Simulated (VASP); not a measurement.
Y:

```xyz
2
Lattice="3.6474 0.0000 0.0000 -1.8237 3.1587 0.0000 0.0000 0.0000 5.7306" Properties=species:S:1:pos:R:3 pbc="T T T"
Y     1.8237    1.0529    4.2980
Y     0.0000    2.1058    1.4326
```

Program: VASP 6.6.1. Alike in all runs: task band structure; no spin polarisation; cell as given; k mesh 8 × 8 × 5; cutoff (eV) 520; smearing fermi-dirac 0.05 eV.

Order these runs on this cell by their pressure, lowest first.
A. level PBEsol; potentials or basis VASP PAW PBE potentials, release 64 (Y_sv)
B. level PW91; potentials or basis VASP PAW PBE potentials, release 64 (Y_sv)
C. level LDA; potentials or basis VASP PAW LDA potentials, release 64 (Y_sv)
D. level RPBE; potentials or basis VASP PAW PBE potentials, release 64 (Y_sv)

C (-3.9 GPa), A (-2.1 GPa), B (-0.5 GPa), D (1.3 GPa).

Caveats: the PAW data sets were made with another functional, which shifts forces and pressure a little (some runs).

Not every run made on this cell is shown here.
